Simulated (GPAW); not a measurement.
# GaAs (F-43m) in GPAW: single point with LDA

Aim: the single point of GaAs with LDA.

Program: GPAW 26.7.0. These are calculated values, not measurements. Logs are shortened: lines on timing, memory, paths and dates and some standing lists are left out, and cuts for length are marked. The log counts tension as positive stress, the text compression.

**Experimental background.**

“Evidence of valence band perturbations in GaAsN/GaAs(001): A combined variable-angle spectroscopic ellipsometry and modulated photoreflectance investigation”, 2008, arxiv:0805.2212 reports, for a bulk crystal of GaAs at 300 K: band gap 1.412 ± 0.01 eV (direct).

How close the calculation comes is told below.

## (1) The crystal as given

The structure is cubic, space group F-43m (No. 216). Conventional cell: a = 5.654 Å, b = 5.654 Å, c = 5.654 Å, α = 90.00°, β = 90.00°, γ = 90.00°. As (site symmetry -43m) has 4 Ga at 2.45 Å as nearest neighbours. Around Ga (site symmetry -43m) lie 4 As at 2.45 Å.

## (2) Single point, LDA

run.py reads:

```python
from ase import Atoms
from ase.dft.bandgap import bandgap
from ase.io import write
from ase.units import GPa
from gpaw import GPAW, PW

atoms = Atoms(['As', 'Ga'],
              cell=[[0.0, 2.82685, 2.82685],
                    [2.82685, 0.0, 2.82685],
                    [2.82685, 2.82685, 0.0]],
              scaled_positions=[[0.75, 0.75, 0.75],
                                [0.0, 0.0, 0.0]],
              pbc=True)

calc = GPAW(mode=PW(450),
            xc='LDA',
            kpts={'size': (7, 7, 7), 'gamma': True},
            occupations={'name': 'fermi-dirac', 'width': 0.05},
            nbands=11,
            maxiter=120,
            txt='gpaw.txt')
atoms.calc = calc
energy = atoms.get_potential_energy()
forces = atoms.get_forces()
stress = atoms.get_stress()
calc.write('gs.gpw')
write('result.traj', atoms)
print(f'Energy: {energy:.6f} eV')
print('Forces (eV/A):')
print(forces.round(4))
print('Stress (GPa):', (stress / GPa).round(3))
print('Fermi level:', round(calc.get_fermi_level(), 4), 'eV')
print(f'Gap: {bandgap(calc)[0]:.4f} eV, direct: {bandgap(calc, direct=True)[0]:.4f} eV')
```

Potentials or basis: the program's PAW data sets (release 1.2.1) made for this functional, pw.

Run with:

```bash
OMP_NUM_THREADS=1 python run.py
```

gpaw.txt:

```text
__  _  _
 | _ |_)|_||  |
 |__||  | ||/\| - 26.7.0

Input parameters:
  mode=PW(ecut=450.00000000000006),
  kpts=MonkhorstPack(size=(7, 7, 7), gamma=True),
  maxiter=120,
  nbands=11,
  occupations=Occupations(name='fermi-dirac', width=0.05),
  xc=XC(name='LDA')

Diagonalizing LCAO Hamiltonian
Converting LCAO to pw mode

                    As

       Ga

Atoms  # Å, Bohr magnetons
|   | symbol |        x |        y |        z |    initial magnetic moments |
|---|--------|----------|----------|----------|-----------------------------|
| 0 |     As | 4.240275 | 4.240275 | 4.240275 | ( 0.0000,  0.0000,  0.0000) |
| 1 |     Ga | 0.000000 | 0.000000 | 0.000000 | ( 0.0000,  0.0000,  0.0000) |

Unit cell  # Å
| periodic |        x |        y |        z |  lengths |    angles |
|----------|----------|----------|----------|----------|-----------|
|      yes | 0.000000 | 2.826850 | 2.826850 | 3.997770 | 60.000000 |
|      yes | 2.826850 | 0.000000 | 2.826850 | 3.997770 | 60.000000 |
|      yes | 2.826850 | 2.826850 | 0.000000 | 3.997770 | 60.000000 |

Number of symmetries: 24
Symmetry operations  # r_c * U_cc + t_c -> r_c
|    | kind |            matrix            |
|----|------|------------------------------|
|  0 |  E   |  1, 0, 0,  0, 1, 0,  0, 0, 1 |
|  1 |  σ   |  1, 0, 0,  0, 0, 1,  0, 1, 0 |
|  2 |  σ   |  1, 0,-1,  0, 1,-1,  0, 0,-1 |
|  3 |  C3  |  1, 0,-1,  0, 0,-1,  0, 1,-1 |
|  4 |  C3  |  1,-1, 0,  0,-1, 1,  0,-1, 0 |
|  5 |  σ   |  1,-1, 0,  0,-1, 0,  0,-1, 1 |
|  6 |  σ   |  0, 1, 0,  1, 0, 0,  0, 0, 1 |
|  7 |  C3  |  0, 1, 0,  0, 0, 1,  1, 0, 0 |
|  8 |  C2  |  0, 1,-1,  1, 0,-1,  0, 0,-1 |
|  9 |  S4  |  0, 1,-1,  0, 0,-1,  1, 0,-1 |
| 10 |  C3  |  0, 0, 1,  1, 0, 0,  0, 1, 0 |
| 11 |  σ   |  0, 0, 1,  0, 1, 0,  1, 0, 0 |
| 12 |  S4  |  0, 0,-1,  1, 0,-1,  0, 1,-1 |
| 13 |  C3  |  0, 0,-1,  0, 1,-1,  1, 0,-1 |
| 14 |  S4  |  0,-1, 1,  1,-1, 0,  0,-1, 0 |
| 15 |  C2  |  0,-1, 1,  0,-1, 0,  1,-1, 0 |
| 16 |  C3  |  0,-1, 0,  1,-1, 0,  0,-1, 1 |
| 17 |  S4  |  0,-1, 0,  0,-1, 1,  1,-1, 0 |
| 18 |  S4  | -1, 1, 0, -1, 0, 1, -1, 0, 0 |
| 19 |  C3  | -1, 1, 0, -1, 0, 0, -1, 0, 1 |
| 20 |  C3  | -1, 0, 1, -1, 1, 0, -1, 0, 0 |
| 21 |  S4  | -1, 0, 1, -1, 0, 0, -1, 1, 0 |
| 22 |  σ   | -1, 0, 0, -1, 1, 0, -1, 0, 1 |
| 23 |  C2  | -1, 0, 0, -1, 0, 1, -1, 1, 0 |

BZ-sampling:
  Number of BZ points: 343
  Number of IBZ points: 20

  Monkhorst-Pack size: [7, 7, 7]
  Monkhorst-Pack shift: [0, 0, 0]

K-points  # in reciprocal-cell coordinates
|     |                                coordinates |     weight |
|-----|--------------------------------------------|------------|
|   0 | (  0.00000000,   0.00000000,   0.00000000) | 0.00291545 |
|   1 | (  0.14285714,   0.14285714,   0.00000000) | 0.01749271 |
|   2 | (  0.14285714,   0.14285714,   0.14285714) | 0.02332362 |
|   3 | (  0.28571429,   0.14285714,   0.14285714) | 0.03498542 |
|   4 | (  0.28571429,   0.28571429,   0.00000000) | 0.01749271 |
|   5 | (  0.28571429,   0.28571429,   0.14285714) | 0.06997085 |
|   6 | (  0.28571429,   0.28571429,   0.28571429) | 0.02332362 |
|   7 | (  0.42857143,  -0.28571429,  -0.28571429) | 0.03498542 |
|   8 | (  0.42857143,   0.28571429,  -0.42857143) | 0.13994169 |
|   9 | (  0.42857143,   0.28571429,  -0.28571429) | 0.06997085 |
| ... |                                            |            |
|  19 | (  0.42857143,   0.42857143,   0.42857143) | 0.02332362 |

Plane wave coefficients: 990
Cutoff: 450.00000000000006 eV

Spin-components: 1 (collinear spins)
Bands:           11
Projectors:      10
Spin-degeneracy: 2
Datatype:        complex128

Parallelization:
  kpt:    1
  domain: 1
  band:   1

Density:
  Valence electrons: 8.0
  Components: 1
  Grid points: [20 20 20]
  Charge: 0.0  # |e|

Potential:
  Grid points: [20 20 20]

species:
  As:
    name:    Arsenic
    Z:       33.0
    valence: 5
    core:    28
    charge:  0.0  # [|e|]
    compensation charges:
      type: gauss
      rc: 0.33  # [Å]
      lmax: 2
    cutoffs:
      filter: 1.87  # [Å]
      core: 2.96  # [Å]
    projectors
    | kind |    occ | energy [eV] | rcut [Å] |
    |------|--------|-------------|----------|
    |   4s |  2.000 |     -14.691 |    1.058 |
    |   4p |  3.000 |      -5.342 |    1.058 |
    |    s |        |      12.520 |    1.058 |
    |    p |        |      21.869 |    1.058 |
    |    d |        |       0.000 |    1.058 |

    Using partial waves for As as LCAO basis

  Ga:
    name:    Gallium
    Z:       31.0
    valence: 3
    core:    28
    charge:  0.0  # [|e|]
    compensation charges:
      type: gauss
      rc: 0.37  # [Å]
      lmax: 2
    cutoffs:
      filter: 2.06  # [Å]
      core: 4.17  # [Å]
    projectors
    | kind |    occ | energy [eV] | rcut [Å] |
    |------|--------|-------------|----------|
    |   4s |  2.000 |      -9.167 |    1.164 |
    |   4p |  1.000 |      -2.734 |    1.164 |
    |    s |        |      18.045 |    1.164 |
    |    p |        |      24.478 |    1.164 |
    |    d |        |       0.000 |    1.164 |

    Using partial waves for Ga as LCAO basis

Reference energy: -114227.963927  # eV

eigensolver:
  PPCG
  Converge bands: occupied
  niter=2

density mixing:
  MSR1-Mixer
  Pratt-step length: 0.05
  Maximum mixing coefficient: 0.75
  Old densities: 10
  SVD Regularization: 0.005
  Good broyden scale: 1.0
  Trust region scale: 1.0
  Backstep threshold: 4.0
  History deletion threshold: 6.0
  Fourier metric: weight=20.0, sigma=0.015

occupation numbers:
  Fermi-Dirac:
    width: 0.0500  # eV

poisson solver:
  ecut: 3600.0000000000005  # eV

xc functional:
  name: None

convergence criteria:
- Maximum [total energy] change in last 3 cyles: 0.0005 eV / valence electron
- Maximum integral of absolute [dens]ity change: 0.0001 electrons / valence electron
- Maximum integral of absolute [eigenst]ate change: 4e-08 eV^2 / valence electron
maximum number of iterations: 120

SCF iterations
|iter     | |      energy | eigst |  dens |
|---------|-|-------------|-------|-------|
|iter:   1| |   -9.741659 | -0.65 |       |
|iter:   2| |   -9.719465 | -3.03 | -0.90 |
|iter:   3| |   -9.604858 | -2.32 | -0.93 |
|iter:   4| |   -9.602770 | -3.82 | -1.55 |
|iter:   5| |   -9.602599c| -4.97 | -2.11 |
|iter:   6| |   -9.602595c| -6.06 | -2.88 |
|iter:   7| |   -9.602595c| -7.76c| -3.62 |
|iter:   8| |   -9.602595c| -7.95c| -4.08c|

Converged in 8 steps
Energy contributions relative to reference atoms: (reference = -114227.963927)

Energy contributions:
  Kinetic:          26.352632
  Coulomb:         -23.520685
  Zero:              0.020433
  External:          0.000000
  Xc:              -12.454914
  Entropy:          -0.000125
  Spinorbit:         0.000000
  ----------------------------
  Free energy:      -9.602657
  Extrapolated:     -9.602595

dipole moment: (-11.033568, -11.033568, -11.033568)  # |e|*Ang

Fermi level: 4.823
Eigenvalues  # (at kpt = [0.000, 0.000, 0.000])
| band index |      eig [eV] | occ [0-2] |
|------------|---------------|-----------|
|          0 |        -8.140 |     2.000 |
|          1 |         4.613 |     1.970 |
|          2 |         4.613 |     1.970 |
|          3 |         4.613 |     1.970 |
|          4 |         4.975 |     0.091 |
|          5 |         8.336 |     0.000 |
|          6 |         8.336 |     0.000 |
|          7 |         8.336 |     0.000 |
|          8 |        12.022 |     0.000 |
|          9 |        14.770 |     0.000 |
|         10 |        14.771 |     0.000 |

Gap: 0.361 eV
Transition (v -> c):
  (s=0, k=0, n=3, [0.00, 0.00, 0.00]) -> (s=0, k=0, n=4, [0.00, 0.00, 0.00])
No difference between direct/indirect transitions

Forces  # eV/Ang
|        x |       y |        z |
|----------|---------|----------|
| -0.00000 | 0.00000 | -0.00000 |  # As   0
|  0.00000 | 0.00000 |  0.00000 |  # Ga   1

Stress tensor  # eV/Ang^3
|         x |        y |         z |
|-----------|----------|-----------|
|  0.005474 | 0.000000 | -0.000000 |
|  0.000000 | 0.005474 |  0.000000 |
| -0.000000 | 0.000000 |  0.005474 |

# Writing to gs.gpw (mode='')
```

Wall time 3.4 s (1 thread of Arm Neoverse V2, shared host); peak memory 0.13 GiB.

Results:

```
Free energy            : -9.6027 eV
Pressure               : -0.9 GPa
Band gap on the k mesh : 0.36 eV, direct
```

Caveat: the cutoff is short for stress and forces, so pressures can be off by a GPa or more.

## (3) Against experiment

Step 2. Measured gap of GaAs: 1.412 eV (direct; 300 K; “Evidence of valence band perturbations in GaAsN/GaAs(001): A combined variable-angle spectroscopic ellipsometry and modulated photoreflectance investigation”, 2008, arxiv:0805.2212). This calculation gives 0.36 eV (-1.05 eV). So large a miss can be the level of theory's own, or it may mean another phase, state or a wrong row. 3 values of this kind are on record (1.412 to 1.51 eV); this one was drawn at random among those near their median, those with a stated uncertainty first. Spin-orbit coupling on As, Ga is left out. The value is that of LDA, without temperature or zero-point motion. Semilocal functionals fall short of measured gaps as a rule.
